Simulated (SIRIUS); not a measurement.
Runs of SIRIUS 7.12.0 on Te2Mo. The structure is hexagonal, space group P6_3/mmc (No. 194). The conventional cell has a = 3.518 Å, b = 3.518 Å, c = 13.974 Å, α = 90.00°, β = 90.00°, γ = 120.00°. Around Te (site symmetry 3m) lie 3 Mo at 2.72 Å. Around Mo (site symmetry -6m2) lie 6 Te at 2.72 Å. 

```csv
task,level,potentials or basis,cutoff (eV),muffin tin radii,basis cutoff (gk_cutoff),valence relativity,reference energy of the basis,core relativity,gap on the mesh (eV),largest force (eV/Å)
band structure,PBE,"all-electron FP-LAPW (no relativity for the valence, core without relativity), apw+lo standard",166,"Mo 2.52, Te 2.52 bohr",3.49 1/bohr,none,0.28 Ha,none,(a),0.33
band structure,PBEsol,"all-electron FP-LAPW, apw+lo standard",166,"Mo 2.52, Te 2.52 bohr",3.49 1/bohr,iora,0.27 Ha,-,0.76,0.09
single point,PBEsol,"all-electron FP-LAPW, apw+lo standard",172,"Mo 2.47, Te 2.47 bohr",3.56 1/bohr,iora,0.27 Ha,-,0.76,0.09
band structure,PBE,"all-electron FP-LAPW (Koelling-Harmon valence), apw+lo standard",166,"Mo 2.52, Te 2.52 bohr",3.49 1/bohr,koelling_harmon,0.27 Ha,dirac,0.78,0.17
band structure,PBE,"all-electron FP-LAPW (ZORA valence), apw+lo standard",166,"Mo 2.52, Te 2.52 bohr",3.49 1/bohr,zora,0.27 Ha,dirac,0.78,0.17
```

Alike in all rows: no spin polarisation; cell as given; k mesh 9 × 9 × 2; smearing fermi-dirac 0.05 eV.

Task: Estimate the missing entries.

Result: (a) 0.70.

Caveats: spin-orbit coupling is left out, which moves the levels of the heavy elements; relativity is left out for the valence states, which matters for the heavier elements (some runs); relativity is left out for the core states (some runs); an odd mesh through Γ misses points on the zone boundary, where band edges often lie (some runs).

A k mesh can miss the band edges, and the runs leave out spin-orbit coupling on Mo, Te.

A gap of «none» marks a metal or a gap under the smearing width.

Not every run made on this cell is shown here.
